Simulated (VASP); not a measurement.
## ScAl3: relaxation of the atoms with PBE

ScAl3:

```xyz
4
Lattice="4.1858 0.0000 0.0000 0.0000 4.1858 0.0000 0.0000 0.0000 4.1858" Properties=species:S:1:pos:R:3 pbc="T T T"
Sc    0.0000    0.0000    0.0000
Al    2.0929    0.0000    2.0929
Al    0.0000    2.0929    2.0929
Al    2.0929    2.0929    0.0000
```

The cell is a database's computed one.

The cell isn't the ideal one: a relaxed cell with its volume scaled by 1.06.

```
Program                : VASP 6.6.1
Task                   : relaxation of the atoms
Functional             : PBE
Potentials or basis    : VASP PAW PBE potentials, release 64 (Sc_sv, Al)
Cutoff                 : 600 eV
k mesh                 : 10 × 10 × 10
Occupations            : methfessel-paxton, width 0.1 eV
Spin                   : no spin polarisation
Further INCAR settings : ALGO = Normal; EDIFF = 1e-07; IBRION = 2; EDIFFG = -0.01; NSW = 40
```

The pressure after relaxing is -4.4 GPa and the band gap on the k mesh is none (metal or under the smearing width).

Final structure:
```
Sc Al
1.0
     4.18579    0.00000    0.00000
     0.00000    4.18579    0.00000
     0.00000    0.00000    4.18579
Sc Al
1 3
Cartesian
  0.0000 0.0000 0.0000
  2.0929 0.0000 2.0929
  0.0000 2.0929 2.0929
  2.0929 2.0929 0.0000
```

Levels at points of the mesh, in eV from the Fermi level:
| k point | band 8 | band 9 | band 10 | band 11 | band 12 | band 13 |
| --- | --- | --- | --- | --- | --- | --- |
| (0.00, 0.00, 0.00) | -1.78 | -1.78 | -1.78 | 1.26 | 1.26 | 1.26 |
| (0.50, 0.00, 0.00) | -1.61 | -1.34 | 0.47 | 0.91 | 0.91 | 1.36 |
| (0.50, 0.50, 0.00) | -4.19 | -0.49 | -0.49 | 1.18 | 1.29 | 1.93 |
| (0.50, 0.50, 0.50) | -4.22 | -2.88 | -2.88 | -2.88 | 0.80 | 2.42 |

Run time: 44 s on 1 thread of Intel(R) Xeon(R) Platinum 8488C (Sapphire Rapids), with other jobs on the host, peak memory 0.24 GiB.

Caveat: the relaxation stopped at its first step, so nothing moved.
